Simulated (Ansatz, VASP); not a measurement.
## InAs in VASP and in Ansatz

File INCAR:

```
SYSTEM = InAs
PREC = Accurate
ENCUT = 520
EDIFF = 1E-7
ISMEAR = -1
SIGMA = 0.08
LREAL = .False.
LASPH = .True.
NELM = 80
ALGO = Normal
ISIF = 2
LWAVE = .False.
LCHARG = .False.
GGA = PS
NBANDS = 16
```

File KPOINTS:

```
regular mesh
0
Gamma
  11 11 11
  0 0 0
```

The input POSCAR:

```
InAs
1.0
    0.0000000000      2.4938092377      2.4938092377
    2.4938092377      0.0000000000      2.4938092377
    2.4938092377      2.4938092377      0.0000000000
In As
1 1
Direct
    0.0000000000      0.0000000000      0.0000000000
    0.2500000000      0.2500000000      0.2500000000
```

Input for Ansatz:

```yaml
crystal:
  lattice:
    - [0.0, 2.4938092377, 2.4938092377]
    - [2.4938092377, 0.0, 2.4938092377]
    - [2.4938092377, 2.4938092377, 0.0]
  atoms:
    - { symbol: In, position: [0.0, 0.0, 0.0] }
    - { symbol: As, position: [0.25, 0.25, 0.25] }
kpoints:
  mp_grid: { grid: [11, 11, 11] }
scf:
  occupations: { method: fermi_dirac, width: 0.08 }
hamiltonian:
  xc: pbesol
  pseudopotentials: { kind: paw, level: accurate }
output:
  forces: true
  stress: true
  eigenvalues: true
```

Alike in both runs: task single point; functional PBEsol; k mesh 11 × 11 × 11; occupations fermi-dirac, width 0.08 eV; no spin polarisation.

|  | VASP | Ansatz |
| --- | --- | --- |
| version | VASP 6.6.1 | Ansatz 0.2.0 |
| potentials or method | VASP PAW PBE potentials, release 64 (In_d, As) | PAW with other files of Ansatz's library (level accurate), scalar-relativistic |
| plane-wave cutoff (eV) | 520 | 620 |
| valence electrons in the cell | 18 | 36 |

Ansatz gave:

```
pressure (GPa) : 131.0
```

Q: Which values does VASP return?

A: Pressure (GPa): 132.0.

The functional is the same, so the differences come from potentials, cutoffs and numerics. The two sets of potentials don't hold the same shells in valence.

Caveats: the cell as given lies far from equilibrium; so large a pressure means that the cell lies far from this level's equilibrium, or that cutoff or potentials fall short (VASP); the potentials were made for another functional, which shifts forces and pressure (VASP).
